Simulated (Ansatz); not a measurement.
# Structure types of Ba at zero pressure (relativity switched off)

Structure types of Ba are relaxed in primitive cells with their symmetry kept at 0 GPa, first on PAW files, then by LAPW. The enthalpy is E + pV at zero temperature, without zero-point motion. Only the types listed were tried, and differences under about 5 meV/atom are mesh noise.

All numbers are PBE results (non-relativistic) from Ansatz 0.2.0, with Fermi–Dirac smearing of 0.05 eV, no spin polarisation. Methods: LAPW: all electrons, basis error target 0.5 meV/atom.

k meshes: fcc 11×11×11, bcc 12×12×12, hcp 11×11×6.

```
start type        ends as          a, b, c (Å)  V (Å³/atom)  H − H(lowest), LAPW (meV/atom)
       fcc     fcc, Fm-3m  6.292, 6.292, 6.292        62.27                               ?
       bcc     bcc, Im-3m  4.983, 4.983, 4.983        61.88                             0.0
       hcp  hcp, P6_3/mmc  4.437, 4.437, 7.184        61.24                            10.3
```

Give the missing entry: row "fcc", column "H − H(lowest), LAPW (meV/atom)".

21.4.
